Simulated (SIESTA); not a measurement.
BN:

```
N B
1.0
     0.00000    1.81300    1.81300
     1.81300    0.00000    1.81300
     1.81300    1.81300    0.00000
N B
1 1
Direct
  0.25000 0.25000 0.25000
  0.00000 0.00000 0.00000
```

The cell is a database's computed one.

Program: SIESTA 5.4.2. Alike in all runs: no spin polarisation; cell as given; smearing fermi-dirac 0.05 eV; grid cutoff 800 Ry; energy shift 0.003 Ry.

Q: Order these runs on this cell by their pressure, lowest first.
A. level PBEsol; potentials or basis PseudoDojo 0.4 standard (PBEsol files), DZP (energy shift 0.003 Ry); k mesh 13 × 13 × 13
B. level BLYP; potentials or basis PseudoDojo 0.4 standard (PBE files), DZP (energy shift 0.003 Ry); k mesh 13 × 13 × 13
C. level PBE; potentials or basis PseudoDojo 0.4 standard (PBE files), DZP (energy shift 0.003 Ry); k mesh 10 × 10 × 10; wannier functions 4; bands left out below 0; wannier mesh 6 × 6 × 6
D. level vdW-DF-cx; potentials or basis PseudoDojo 0.4 standard (PBE files), DZP (energy shift 0.003 Ry); k mesh 13 × 13 × 13

A: A (-2.4 GPa), D (0.5 GPa), C (2.6 GPa), B (13.5 GPa).

Caveats: the basis of atomic orbitals isn't converged, which shifts pressures, moduli and gaps; the potentials were made for another functional, which shifts forces and pressure (some runs).
